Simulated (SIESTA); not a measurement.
# Fe: density of states with PBEsol

The system is Fe.

```
CELL_PARAMETERS angstrom
2.43416 0.00000 0.00000
-1.21708 2.10804 0.00000
0.00000 0.00000 3.84193
ATOMIC_POSITIONS crystal
Fe 0.66667 0.33333 0.75000
Fe 0.33333 0.66667 0.25000
```

This isn't the form of Fe at room conditions, which is bcc.

- Program: SIESTA 5.4.2
- Task: density of states
- Functional: PBEsol
- Potentials or basis: PseudoDojo 0.4 standard (PBEsol files)
- Basis: DZP (energy shift 0.002 Ry)
- Grid cutoff: 800 Ry
- Energy shift: 0.002 Ry
- k mesh: 9 × 9 × 5
- Occupations: fermi-dirac, width 0.05 eV
- Spin: collinear spin, ferromagnetic start
- Starting moments: [3.0, 3.0] μB
- broadening (eV): 0.2 eV
- window from (eV): -25 eV
- window to (eV): 5 eV
- energy points: 201
- k mesh for the DOS: 14 × 14 × 8

* Pressure: -0.4 GPa
* Band gap on the k mesh: none (metal or under the smearing width)
* Net moment: 0.00 μB per cell

Stress tensor (GPa, compression positive):
```
-1.37  0.00  0.00
 0.00 -1.37  0.00
 0.00  0.00  1.47
```

States per cell in windows of 1 eV (zero at the Fermi level; states under -8 eV left out):
```tsv
from (eV)	up	down	Fe_d_up	Fe_d_down	Fe_p_up	Fe_p_down	Fe_s_up	Fe_s_down
-8.0	0.09	0.09	0.00	0.00	0.05	0.05	0.04	0.04
-7.0	0.16	0.16	0.02	0.02	0.10	0.10	0.04	0.04
-6.0	0.52	0.52	0.28	0.28	0.19	0.19	0.06	0.06
-5.0	1.10	1.10	0.89	0.89	0.18	0.18	0.03	0.03
-4.0	1.39	1.39	1.20	1.20	0.18	0.18	0.00	0.00
-3.0	1.48	1.48	1.34	1.34	0.14	0.14	0.00	0.00
-2.0	1.89	1.89	1.74	1.74	0.15	0.15	0.00	0.00
-1.0	1.36	1.36	1.27	1.27	0.09	0.09	0.00	0.00
0.0	2.14	2.14	2.10	2.10	0.05	0.05	0.00	0.00
1.0	0.58	0.58	0.50	0.50	0.08	0.08	0.00	0.00
2.0	0.32	0.32	0.19	0.19	0.13	0.13	0.00	0.00
3.0	0.23	0.23	0.10	0.10	0.13	0.13	0.00	0.00
4.0	0.19	0.19	0.07	0.07	0.12	0.12	0.00	0.00
```

Run time: 5.3 min on 1 thread of Arm Neoverse V1, on a shared host, peak memory 0.27 GiB.

Caveat: the starting moments collapsed, and a magnetic state may lie lower; semicore shells carry a single zeta, which can move pressures by several GPa and volumes by a few percent; the basis of atomic orbitals isn't converged, which shifts pressures, moduli and gaps.
